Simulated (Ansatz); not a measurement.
A plane-wave DFT run in Ansatz 0.2.0 (scalar-relativistic PAW potentials unless the input names others): input and command.

```yaml
crystal:
  lattice:
    - [2.8367671296, 0.0, 0.0]
    - [0.0, 5.0893544556, 0.0]
    - [0.0, 0.0, 4.9549340806]
  atoms:
    - { symbol: Au, position: [0.0, 0.3364144514, 0.75] }
    - { symbol: Au, position: [0.5, 0.1635855486, 0.25] }
    - { symbol: Au, position: [0.5, 0.8364144514, 0.75] }
    - { symbol: Au, position: [0.0, 0.6635855486, 0.25] }
basis:
  ecutwfc: "33.1 Ry"
kpoints:
  mp_grid: { grid: [18, 10, 12] }
hamiltonian:
  xc: pbe
  dispersion: d3bjatm
scf:
  occupations: { method: gaussian, width: 0.1 }
output:
  forces: true
  eigenvalues: true
  stress: true
```

```bash
ansatz run input.yaml --threads 1 --pin off --max-ram 2560MiB --backend cpu --events-out ev --progress --plain --runs-dir out
```

Abridged log:
```
Pseudopotentials: kind: paw
Pseudopotential: Au, paw, valence charge 19, recommended cutoff 420 eV (normal)
Functional definition: PBE
Crystal: 4 atoms, lattice volume = 71.536 Å³
Basis set: ecut = 450.34844237 eV, 1537 PW (Γ), exchange–correlation on 40×72×72 points (8 copies of the dense FFT grid, shifted against one another)
Bands: 46, of which v1, the nominal top of the filled ones, is band 38 counted from 1 (37 counted from 0)
Symmetry: 16 space group operations
Space group: Cmcm (ITA 63), of the structure as read, at distance tolerance 4.2e-5 Å
k-points: 420 of 2160
Initial density: superposition of atomic densities (neutral atoms: chi_scale 0, normalization atom), corrected by the library's trained network
Initial wavefunctions: pseudopotential atomic-orbital guess
Functional: x = pbe(κ = 0.804, μ = 0.21951497), c = pbe(β = 0.06672455)
SCF iter   1: F=—  HF=-52599.501061 eV  |F-HF|=—  |Δ(HF+E_count)|=         —  Δρ=1.86e-3  dr2=5.73e-4  ethr=1.77e-3  ⟨swp⟩=5.9  Hψ=63275  notcnv=0  defer=338
SCF iter   2: F=—  HF=-52599.504488 eV  |F-HF|=—  |Δ(HF+E_count)|=   3.43e-3  Δρ=1.10e-3  dr2=2.13e-4  ethr=7.54e-7  ⟨swp⟩=2.7  Hψ=40862  notcnv=0  defer=394
SCF iter   3: F=—  HF=-52599.505024 eV  |F-HF|=—  |Δ(HF+E_count)|=   5.36e-4  Δρ=8.00e-5  dr2=1.38e-6  ethr=2.81e-7  ⟨swp⟩=2.0  Hψ=27465  notcnv=0  defer=394
SCF iter   4: F=—  HF=-52599.505031 eV  |F-HF|=—  |Δ(HF+E_count)|=   7.15e-6  Δρ=2.68e-5  dr2=1.13e-7  ethr=1.82e-9  ⟨swp⟩=2.0  Hψ=27153  notcnv=0  defer=394
SCF iter   5: F=-52599.505031 eV  HF=-52599.505031 eV  |F-HF|=5.53e-10  |Δ(HF+E_count)|=   2.37e-7  Δρ=2.67e-6  dr2=3.16e-9  ethr=1.48e-10  ⟨swp⟩=2.0  Hψ=27284  notcnv=0  defer=394
SCF iter   6: F=-52599.505031 eV  HF=-52599.505031 eV  |F-HF|=3.64e-11  |Δ(HF+E_count)|=  9.46e-10  Δρ=6.65e-7  dr2=2.51e-10  ethr=4.16e-12  ⟨swp⟩=5.6  Hψ=67006  notcnv=0
SCF 1 converged in 6 iterations: F = -52599.505031 eV  dr2 = 2.51e-10
SCF converged after 6 iterations
Free energy (F): -52599.505031 eV
Harris-Foulkes:  -52599.505031 eV  (|F-HF|=3.64e-11)
Internal energy: -52599.500727 eV  (E = F + TS)
E sigma→0 (E₀):  -52599.502879 eV
Entropy (-TS):   -0.004305 eV (-1.076 meV/atom)
Fermi energy:    19.351736 eV
  E_disp       = -2.223609  (pairwise vdW)
--- Forces (eV/Å), atoms counted from 1 ---
  atom   1  Au     0.00000000    -0.00023579     0.00000000
  atom   2  Au     0.00000000     0.00023579     0.00000000
  atom   3  Au     0.00000000    -0.00023579     0.00000000
  atom   4  Au     0.00000000     0.00023579     0.00000000
--- Stress (GPa, compression-positive) ---
       -1.923609       0.000000       0.000000
        0.000000      -3.574016       0.000000
        0.000000       0.000000      -4.453129
  P = ⅓ Tr σ = -3.3169 GPa (-33.169 kbar)
```

Apart from outputs, empty bands and the relaxation, which only the reference makes, the input differs from a reference run on usual settings in hamiltonian.dispersion: not typed → "d3bjatm"; basis.ecutwfc: 420 → "33.1 Ry". The reference, at the same geometry, ended its own course with pressure 1.18 GPa, largest force 0.000 eV/Å, no gap on the mesh. This run converged in 6 SCF iterations with an energy at zero smearing 557 meV/atom below the reference's (the Hamiltonian itself differs), pressure -3.32 GPa, largest force 0.000 eV/Å, no gap on the mesh.

Time: 26 s on 1 thread of Intel(R) Xeon(R) 6975P-C (Granite Rapids), with other jobs on the host, peak memory 1.1 GiB.